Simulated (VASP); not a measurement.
# CaO (Fm-3m) in VASP: further runs

The runs below take CaO through relaxation of cell and atoms, electrostatic potential, with PBE.

Program: VASP 6.6.1. These are calculated values, not measurements. Logs are shortened: lines on timing, memory, paths and dates and some standing lists are left out, and cuts for length are marked.

## Step 1: Starting point

The structure is cubic, space group Fm-3m (No. 225). Conventional cell: a = 4.780 Å, b = 4.780 Å, c = 4.780 Å, α = 90.00°, β = 90.00°, γ = 90.00°. Ca (site symmetry m-3m) has 6 O at 2.39 Å as nearest neighbours. Around O (site symmetry m-3m) lie 6 Ca at 2.39 Å.

The cell was built by a generator and needn't be a form met in nature.

## Step 2: Relaxation of cell and atoms, PBE

The input, INCAR:

```
ALGO = Normal ; EDIFF = 1E-6
EDIFFG = -0.005 ; ENCUT = 700
GGA = PE ; IBRION = 2
ISIF = 3 ; ISMEAR = 0
LASPH = T ; LCHARG = F
LREAL = F ; LWAVE = F
NELM = 120 ; NSW = 40
PREC = Accurate ; SIGMA = 0.02
```

The input, KPOINTS:

```
k-points
0
Gamma
  10 10 10
```

The input, POSCAR:

```
CaO
1.0
    0.0000000000      2.3900000000      2.3900000000
    2.3900000000      0.0000000000      2.3900000000
    2.3900000000      2.3900000000      0.0000000000
Ca O
1 1
Direct
    0.0000000000      0.0000000000      0.0000000000
    0.5000000000      0.5000000000      0.5000000000
```

Potentials or basis: VASP PAW PBE potentials, release 64 (Ca_sv, O).

Launch:

```
$ cat potpaw_PBE.64/Ca_sv/POTCAR potpaw_PBE.64/O/POTCAR > POTCAR
$ mpirun -np 1 vasp_std > vasp.out
```

OUTCAR:

```text
EDIFF = 1E-6
   EDIFFG = -0.005
   ENCUT = 700
   GGA = PE
   IBRION = 2
   ISIF = 3
   ISMEAR = 0
   LASPH = T
   LREAL = F
   NELM = 120
   NSW = 40
   PREC = Accurate

 ion  position               nearest neighbor table
   1  0.000  0.000  0.000-   2 2.39   2 2.39   2 2.39   2 2.39   2 2.39   2 2.39
   2  0.500  0.500  0.500-   1 2.39   1 2.39   1 2.39   1 2.39   1 2.39   1 2.39

  LATTYP: Found a face centered cubic cell.
 ALAT       =     4.7800000000

  Lattice vectors:

 A1 = (   0.0000000000,   2.3900000000,   2.3900000000)
 A2 = (   2.3900000000,   0.0000000000,   2.3900000000)
 A3 = (   2.3900000000,   2.3900000000,   0.0000000000)

Analysis of symmetry for initial positions (statically):
=====================================================================
 Subroutine PRICEL returns:
 Original cell was already a primitive cell.

 Routine SETGRP: Setting up the symmetry group for a
 face centered cubic supercell.

 Subroutine GETGRP returns: Found 48 space group operations
 (whereof 48 operations were pure point group operations)
 out of a pool of 48 trial point group operations.

The static configuration has the point symmetry O_h .

Analysis of symmetry for dynamics (positions and initial velocities):
=====================================================================
 Subroutine PRICEL returns:
 Original cell was already a primitive cell.

 Routine SETGRP: Setting up the symmetry group for a
 face centered cubic supercell.

 Subroutine GETGRP returns: Found 48 space group operations
 (whereof 48 operations were pure point group operations)
 out of a pool of 48 trial point group operations.

The dynamic configuration has the point symmetry O_h .

 Subroutine INISYM returns: Found 48 space group operations
 (whereof 48 operations are pure point group operations),
 and found     1 'primitive' translations

----------------------------------------------------------------------------------------

                                     Primitive cell

  volume of cell :      27.3038

  direct lattice vectors                    reciprocal lattice vectors
     0.000000000  2.390000000  2.390000000    -0.209205021  0.209205021  0.209205021
     2.390000000  0.000000000  2.390000000     0.209205021 -0.209205021  0.209205021
     2.390000000  2.390000000  0.000000000     0.209205021  0.209205021 -0.209205021

  length of vectors
     3.379970414  3.379970414  3.379970414     0.362353725  0.362353725  0.362353725

  position of ions in fractional coordinates (direct lattice)
     0.000000000  0.000000000  0.000000000
     0.500000000  0.500000000  0.500000000

  ion indices of the primitive-cell ions
   primitive index   ion index
                 1           1
                 2           2

----------------------------------------------------------------------------------------

 KPOINTS: k-points

Automatic generation of k-mesh.
 Grid dimensions read from file:
 generate k-points for:   10   10   10

 Generating k-lattice:

  Cartesian coordinates                     Fractional coordinates (reciprocal lattice)
    -0.020920502  0.020920502  0.020920502     0.100000000  0.000000000  0.000000000
     0.020920502 -0.020920502  0.020920502     0.000000000  0.100000000  0.000000000
     0.020920502  0.020920502 -0.020920502     0.000000000  0.000000000  0.100000000

  Length of vectors
     0.036235373  0.036235373  0.036235373

  Shift w.r.t. Gamma in fractional coordinates (k-lattice)
     0.000000000  0.000000000  0.000000000

 Subroutine IBZKPT returns following result:
 ===========================================

 Found     47 irreducible k-points:

 Following reciprocal coordinates:
            Coordinates               Weight
  0.000000  0.000000  0.000000      1.000000
  0.100000  0.000000  0.000000      8.000000
  0.200000  0.000000  0.000000      8.000000
  0.300000  0.000000  0.000000      8.000000
  0.400000  0.000000  0.000000      8.000000
  0.500000  0.000000  0.000000      4.000000
[... 16 lines left out ...]
  0.300000  0.300000  0.000000      6.000000
  0.400000  0.300000  0.000000     24.000000
 [... further k-points ...]
   k-points           NKPTS =     47   k-points in BZ     NKDIM =     47   number of bands    NBANDS=     12
   number of dos      NEDOS =    301   number of ions     NIONS =      2
   total plane-waves  NPLWV =  27000
   dimension x,y,z NGX =    30 NGY =   30 NGZ =   30
   dimension x,y,z NGXF=    60 NGYF=   60 NGZF=   60
   ions per type =               1   1
   NGX,Y,Z   is equivalent  to a cutoff of  14.76, 14.76, 14.76 a.u.
   NGXF,Y,Z  is equivalent  to a cutoff of  29.51, 29.51, 29.51 a.u.
 SYSTEM =  unknown system
   PREC   = accura    normal or accurate (medium, high low for compatibility)
   ISTART =      0    job   : 0-new  1-cont  2-samecut
   ICHARG =      2    charge: 1-file 2-atom 10-const
   ISPIN  =      1    spin polarized calculation?
   LNONCOLLINEAR =      F non collinear calculations
   LSORBIT =      F    spin-orbit coupling
   LASPH  =      T    aspherical Exc in radial PAW
   ENCUT  =  700.0 eV  51.45 Ry    7.17 a.u.   7.29  7.29  7.29*2*pi/ulx,y,z
   NELM   =    120;   NELMIN=  2; NELMDL= -5     # of ELM steps
   EDIFF  = 0.1E-05   stopping-criterion for ELM
   LREAL  =      F    real-space projection
   EDIFFG = -.5E-02   stopping-criterion for IOM
   NSW    =     40    number of steps for IOM
   IBRION =      2    ionic relax: 0-MD 1-quasi-New 2-CG
   NFREE  =      1    steps in history (QN), initial steepest desc. (CG)
   ISIF   =      3    stress and relaxation
   ISYM   =      2    0-nonsym 1-usesym 2-fastsym
   POTIM  = 0.5000    time-step for ionic-motion
   TEBEG  =    0.0;   TEEND  =   0.0 temperature during run
   PSTRESS=    0.0 pullay stress
   NELECT =      16.0000    total number of electrons
   NUPDOWN=      -1.0000    fix difference up-down
   EMIN   =  10.00;   EMAX   =-10.00  energy-range for DOS
   EFERMI =   0.00;   METHOD = LEGACY
   ISMEAR =     0;   SIGMA  =   0.02  broadening in eV -4-tet -1-fermi 0-gaus
   EFERMI_NEDOS =   21; number of points for ismear=-14 and -15
   IALGO  =     38    algorithm
   IMIX   =      4    mixing-type and parameters
     AMIX     =   0.40;   BMIX     =  1.00
     AMIX_MAG =   1.60;   BMIX_MAG =  1.00
  volume/ion in A,a.u.               =      13.65        92.13
  Fermi-wavevector in a.u.,A,eV,Ry     =   1.369957  2.588843 25.535171  1.876782
  Thomas-Fermi vector in A             =   2.495786
   LORBIT       =      0    0 simple, 1 ext, 2 COOP (PROOUT), +10 PAW based schemes
   GGA     = PE    functional components
   LHFCALC =     F    Hartree Fock is set to
   AEXX    =    0.0000 exact exchange contribution
   IVDW    =     0    specifies the selected vdW correction
   LEPSILON=     F    determine dielectric tensor
   LRPA    =     F    only Hartree local field effects (RPA)
 conjugate gradient relaxation of ions
 non-spin polarized calculation
 Gauss-broadening in eV      SIGMA  =   0.02
  energy-cutoff  :      700.00
  volume of cell :       27.30
 maximum number of plane-waves:      1167
 NGX is ok and might be reduce to    30
   NGX = 15   NGY = 15   NGZ = 15

--------------------------------------- Ionic step        1  -------------------------------------------

 number of electron      16.0000000 magnetization

 Free energy of the ion-electron system (eV)
  ---------------------------------------------------
  ext. energy  EPLUGINS =         0.00000000
  ---------------------------------------------------
  free energy    TOTEN  =       -12.79642707 eV

  energy without entropy =      -12.79642707  energy(sigma->0) =      -12.79642707

------------------------ aborting loop because EDIFF is reached ----------------------------------------

  FORCE on cell =-STRESS in cart. coord.  units (eV):
  Direction    XX          YY          ZZ          XY          YZ          ZX
  --------------------------------------------------------------------------------------
  -------------------------------------------------------------------------------------
  Total        0.6957412      0.6957412      0.6957412     -0.0000000     -0.0000000      0.0000000
  in kB       40.8257900     40.8257900     40.8257900     -0.0000000     -0.0000000      0.0000000
  external PRESSURE =      40.8257900 kB  Pullay stress =       0.0000000 kB
[... 57 lines left out ...]
  energy  without entropy=      -12.8068117712  energy(sigma->0) =      -12.80681177

--------------------------------------- Ionic step        3  -------------------------------------------

 number of electron      15.9999999 magnetization

 Free energy of the ion-electron system (eV)
  ---------------------------------------------------
  ext. energy  EPLUGINS =         0.00000000
  ---------------------------------------------------
  free energy    TOTEN  =       -12.80869498 eV

  energy without entropy =      -12.80869498  energy(sigma->0) =      -12.80869498

 E-fermi :   2.4513     XC(G=0): -10.3822

 val. band max:        2.2392109145   @ k =   0.0000   0.0000   0.0000
 cond. band min:       5.8820843474   @ k =   0.5000   0.5000   0.0000
 fundamental gap:      3.6428734328
 Fermi energy:         2.4512781463

 k-point     1 :       0.0000    0.0000    0.0000
  band No.  band energies     occupation
      1     -35.4746      2.00000
      2     -16.2521      2.00000
      3     -16.2521      2.00000
      4     -16.2521      2.00000
      5     -13.2544      2.00000
      6       2.2392      2.00000
      7       2.2392      2.00000
      8       2.2392      2.00000
      9       6.8008      0.00000
     10       8.4191      0.00000
     11       8.4191      0.00000
     12       8.4191      0.00000
[... 331 lines left out ...]
 k-point    24 :       0.4000    0.3000    0.0000
  band No.  band energies     occupation
      1     -35.3757      2.00000
      2     -16.8489      2.00000
      3     -16.4386      2.00000
      4     -16.4135      2.00000
      5     -12.7626      2.00000
      6       0.5790      2.00000
      7       1.6904      2.00000
      8       1.7891      2.00000
      9       6.5374      0.00000
     10       9.7399      0.00000
     11      10.9084      0.00000
     12      10.9842      0.00000

 [... further k-points ...]

------------------------ aborting loop because EDIFF is reached ----------------------------------------

  FORCE on cell =-STRESS in cart. coord.  units (eV):
  Direction    XX          YY          ZZ          XY          YZ          ZX
  --------------------------------------------------------------------------------------
  -------------------------------------------------------------------------------------
  Total        0.0000229      0.0000229      0.0000229      0.0000000      0.0000000      0.0000000
  in kB        0.0012943      0.0012943      0.0012943      0.0000000      0.0000000      0.0000000
  external PRESSURE =       0.0012943 kB  Pullay stress =       0.0000000 kB
[... 17 lines left out ...]
  FREE ENERGIE OF THE ION-ELECTRON SYSTEM (eV)
  ---------------------------------------------------
  free  energy   TOTEN  =       -12.8086949835 eV

  energy  without entropy=      -12.8086949835  energy(sigma->0) =      -12.80869498

 reached required accuracy - stopping structural energy minimisation
```

It took 68 s on 1 thread of Intel Xeon Platinum 8488C (Sapphire Rapids), shared host; peak memory 0.19 GiB.

What came out:

* Free energy: -12.8087 eV
* Relaxed volume: 14.15 Å³/atom
* Relaxed cell: a = 3.420 Å, b = 3.420 Å, c = 3.420 Å, α = 60.00°, β = 60.00°, γ = 60.00°
* Space group after relaxing (to 0.05 Å): Fm-3m (No. 225)
* Energy gained by relaxing: 6.1 meV/atom
* Ionic steps: 3
* Pressure after relaxing: 0.0 GPa
* Band gap on the k mesh: 3.64 eV, indirect (least direct gap 4.02 eV)

The path:
| step | energy change (eV) | largest force (eV/Å) | pressure (GPa) | volume (Å³) |
| --- | --- | --- | --- | --- |
| 1 | 0.0000 | 0.0000 | 4.08 | 27.30 |
| 2 | -0.0104 | 0.0000 | -1.47 | 28.70 |
| 3 | -0.0123 | 0.0000 | 0.00 | 28.30 |

Final structure:
```
Ca O
1.0
     0.00000    2.41859    2.41859
     2.41859    0.00000    2.41859
     2.41859    2.41859    0.00000
Ca O
1 1
Direct
  0.00000 0.00000 0.00000
  0.50000 0.50000 0.50000
```

A k mesh can miss the band edges. PBE gaps usually lie below the measured ones, often by a third to a half.

## Step 3: Electrostatic potential, PBE

This run uses another cell than the first one, of 14.15 Å³/atom, 1.036 times its volume.

The input, INCAR:

```
SYSTEM = CaO
  ALGO = Normal
  EDIFF = 1E-6
  ENCUT = 700
  GGA = PE
  ISIF = 2
  ISMEAR = 0
  LASPH = .TRUE.
  LCHARG = .TRUE.
  LREAL = .FALSE.
  LVHAR = .TRUE.
  LWAVE = .FALSE.
  NELM = 100
  PREC = Accurate
  SIGMA = 0.02
```

The input, KPOINTS:

```
k-points
0
G
  10 10 10
  0 0 0
```

The input, POSCAR:

```
CaO                                     
1.0
   -0.0000000000      2.4185863855      2.4185863855
    2.4185863855     -0.0000000000      2.4185863855
    2.4185863855      2.4185863855      0.0000000000
  Ca              O             
     1     1
Direct
     0.0000000000000000    0.0000000000000000    0.0000000000000000
     0.5000000000000000    0.5000000000000000    0.5000000000000000
```

Potentials or basis: VASP PAW PBE potentials, release 64 (Ca_sv, O).

Launch:

```
$ cat potpaw_PBE.64/Ca_sv/POTCAR potpaw_PBE.64/O/POTCAR > POTCAR
$ mpirun -np 1 vasp_std > vasp.out
```

Run time: 27 s. Hardware: 1 thread of Intel Xeon Platinum 8488C (Sapphire Rapids), shared host; peak memory 0.19 GiB.

Results (log left out):

- Free energy: -12.8103 eV
- Pressure: 0.0 GPa
- Band gap on the k mesh: 3.64 eV, indirect (least direct gap 4.02 eV)

Levels at points of the mesh, in eV from the valence-band top:
| k point | band 4 | band 5 | band 6 | band 7 | band 8 | band 9 | band 10 | band 11 | band 12 |
| --- | --- | --- | --- | --- | --- | --- | --- | --- | --- |
| (0.00, 0.00, 0.00) | -18.49 | -15.49 | 0.00 | 0.00 | 0.00 | 4.56 | 6.18 | 6.18 | 6.18 |
| (0.50, 0.00, 0.00) | -18.54 | -14.37 | -2.59 | -1.16 | -1.16 | 6.96 | 8.25 | 8.25 | 8.36 |
| (0.50, 0.50, 0.00) | -18.70 | -15.25 | -1.31 | -0.38 | -0.38 | 3.64 | 7.91 | 8.79 | 9.41 |

A k mesh can miss the band edges. As with any semilocal functional, this PBE gap is likely too small.
